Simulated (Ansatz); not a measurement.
Cr, one cell by several methods

```
Cr
1.0
    -1.42753    1.44195    1.44195
     1.44195   -1.42753    1.44195
     1.44195    1.44195   -1.42753
Cr
1
Direct
  0.00000 0.00000 0.00000
```

The geometry is COD entry 5000220, unchecked; take it as a test cell. The listed cell was then made from it by scaling, straining or moving an atom.

Methods: DFT, PBE, PAW with Ansatz's default frozen-core files, scalar-relativistic (Ansatz 0.2.0); DFT, PBE, all-electron PAW with datasets made for the crystal, scalar-relativistic (Ansatz 0.2.0); DFT, PBE, all-electron LAPW, scalar-relativistic (Ansatz 0.2.0).

For PAW: a Γ-centred 18×18×18 k mesh, Fermi–Dirac smearing of 0.08 eV, cutoff 420 eV, spin-polarised from start moments Cr 3 μB (the moments died away, and the run ended non-magnetic). The crystal-made all-electron datasets (AE datasets) take a cutoff of 320 eV at this cell. LAPW targets a basis error of 1 meV/atom. The Ansatz runs share mesh, smearing and spin set-up. Plane-wave (PAW) pressures include the program's estimate of the Pulay term.

Stress and pressure are positive in compression.

The change that made this cell: equal xy, yz and zx engineering shear strains of +1 %.

```tsv
quantity	PAW	AE datasets	LAPW
pressure (GPa)	-8.75	-8.86	-8.87
stress yz (GPa)	-0.86	-0.86	-0.86
stress xz (GPa)	-0.86	-0.86	-0.86
stress xy (GPa)	-0.86	-0.86	-0.86
```

PAW's pressure differs from the LAPW value by +0.11 GPa.
